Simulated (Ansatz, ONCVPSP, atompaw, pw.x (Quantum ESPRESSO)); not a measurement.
## Which P potential is closest to all-electron in the sc crystal?

All use PBE, scalar-relativistic, no spin, cutoffs from each file’s atomic test, pw.x 7.5; 13³ k-points, Fermi–Dirac smearing 0.01 Ry. Δ is the rms difference from all-electron LAPW of the E(V) curves that follow from fits to the pressures, over ±6 % in volume. Mesh and smearing are coarse and serve the comparison alone. The files are a selection: those with a ghost or negative overlap were mostly not run, and those with noisy or unconverged pressures or nearly equal Δ are left out.

All-electron: a0 = 2.447 Å (V0 = 14.66 Å³/atom), B0 = 113.3 GPa.

Task: Rank them by Δ, smallest first.
A. PAW, atompaw 4.2.0.5, PBE; core [Ne], reference 3s2 3p3; waves: 3s (bound): rc 2.05 bohr; 3s channel at 2.35 Ry: rc 1.30 bohr; 3p (bound): rc 2.05 bohr; 3p channel at 3.65 Ry: rc 2.05 bohr; 3d channel at 0.15 Ry: rc 2.05 bohr; 3d channel at 2.95 Ry: rc 1.65 bohr; local part: troulliermartins scheme with l = 3 at 0 Ry, radius 1.60 bohr; core correction: smooth core density matched at 2.05 bohr; augmentation: sinc compensation charge, radius 1.85 bohr; PAW radius 2.05 bohr; waves and projectors: custom rrkj gramschmidtortho.
B. optimised norm-conserving Vanderbilt (ONCV), ONCVPSP 4.0.1, PBE; core [Ne], reference 3s2 3p2; waves: 3s: rc 1.35 bohr, ncon 3, nbas 6, qcut 5.4 1/bohr, local; 3p: rc 1.65 bohr, ncon 4, nbas 8, qcut 4.6 1/bohr, 2 projectors, debl 2.1 Ha; d scattering state at 0.16 Ha: rc 1.45 bohr, ncon 4, nbas 7, qcut 5.9 1/bohr, 2 projectors, debl 3.8 Ha; local part: the s channel; core correction: Teter function, fcfact 4.5, rcfact 1.2.
C. PAW, atompaw 4.2.0.5, PBE; core [Ne], reference 3s2 3p3; waves: 3s (bound): rc 1.80 bohr; 3s channel at -0.25 Ry: rc 2.15 bohr; 3p (bound): rc 1.70 bohr; 3p channel at 0.05 Ry: rc 1.70 bohr; 3d channel at 0.05 Ry: rc 2.15 bohr; 3d channel at 1 Ry: rc 2.15 bohr; local part: vpsmatchnc scheme with l = 3 at -0.5 Ry, radius 1.65 bohr; core correction: smooth core density matched at 1.60 bohr; augmentation: sinc compensation charge, radius 2.00 bohr; PAW radius 2.15 bohr; waves and projectors: custom polynom vanderbiltortho.
D. optimised norm-conserving Vanderbilt (ONCV), ONCVPSP 4.0.1, PBE; core [Ne], reference 3s2 3p3; waves: 3s: rc 1.35 bohr, ncon 4, nbas 7, qcut 4.2 1/bohr, 2 projectors, debl 0.9 Ha; 3p: rc 1.95 bohr, ncon 5, nbas 9, qcut 4 1/bohr, 1 projector; d scattering state at 0.16 Ha: rc 2.10 bohr, ncon 4, nbas 7, qcut 4.6 1/bohr, 2 projectors, debl 3.9 Ha; local part: polynomial inside 1.20 bohr (lpopt 5, dvloc0 -1 Ha); core correction: Teter function, fcfact 5.5, rcfact 1.45.

Result: C (0.0 meV/atom), A (0.6 meV/atom), B (1.2 meV/atom), D (4.2 meV/atom).
